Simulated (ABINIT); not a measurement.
The system is MgS.

```
S Mg
1.0
     0.00000    2.83312    2.83312
     2.83312    0.00000    2.83312
     2.83312    2.83312    0.00000
S Mg
1 1
Direct
  0.25000 0.25000 0.25000
  0.00000 0.00000 0.00000
```

The cell comes from a database or a generator and needn't be the stable form of this composition.

Base run:

* Program: ABINIT 10.8.3 (patched build)
* Functional: r2SCAN
* Potentials or basis: JTH PAW PBE v2.0
* Cutoff: 653 eV
* k mesh: 8 × 8 × 8
* Occupations: fermi-dirac, width 0.05 eV
* Spin: no spin polarisation

Its results: band gap on the k mesh 4.12 eV, direct.

Task: The run is repeated on the same cell with these changes: functional from r2SCAN to TB-mBJ. What comes out?

Result: Band gap on the k mesh 5.17 eV, direct.

Caveats: the constant c of TB-mBJ comes from the pseudo density here, which moves gaps by up to 0.3 eV between sets of potentials (some runs).
